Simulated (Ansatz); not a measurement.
C, one cell by several methods

```
C
1.0
     0.00000    2.06319    3.34800
     1.19116    0.00000    3.34800
     1.19116    2.06319    0.00000
C
2
Direct
  0.16667 0.83333 0.16667
  0.83333 0.16667 0.83333
```

Atoms are numbered in the order listed.

The cell is COD entry 9000046, as deposited and not checked against the literature; nothing was relaxed. The listed cell was then made from it by scaling, straining or moving an atom.

Methods: DFT, PBE, PAW with Ansatz's default frozen-core files, scalar-relativistic (Ansatz 0.2.0); DFT, PBE, all-electron PAW with datasets made for the crystal, scalar-relativistic (Ansatz 0.2.0); DFT, PBE, all-electron LAPW, scalar-relativistic (Ansatz 0.2.0).

For PAW: a Γ-centred 18×18×18 k mesh, Fermi–Dirac smearing of 0.05 eV, cutoff 420 eV, no spin polarisation. The crystal-made all-electron datasets (AE datasets) take a cutoff of 640 eV at this cell. LAPW targets a basis error of 0.25 meV/atom. The Ansatz runs share mesh, smearing and spin set-up. Plane-wave (PAW) pressures include the program's estimate of the Pulay term.

Stress and pressure are positive in compression.

The change that made this cell: x and y strained by -3 %, z held.

In a metal, gradients converge slowly with the k mesh: the values move by tens of per cent from one mesh to another, at times in sign, so only the comparison on one mesh counts.

| quantity | PAW | AE datasets | LAPW |
| --- | --- | --- | --- |
| pressure (GPa) | 34.31 | 34.21 | 34.21 |
| stress xx (GPa) | 49.76 | 49.61 | 49.61 |
| stress yy (GPa) | 49.28 | 49.12 | 49.12 |
| stress zz (GPa) | 3.88 | 3.90 | 3.90 |
| field gradient Vzz at C1 (10²¹ V/m²) | 2.80 | 3.05 | – |

PAW's pressure differs from the LAPW value by +0.10 GPa. Datasets made for the crystal and LAPW share parts of one code, so their agreement isn't an independent check.
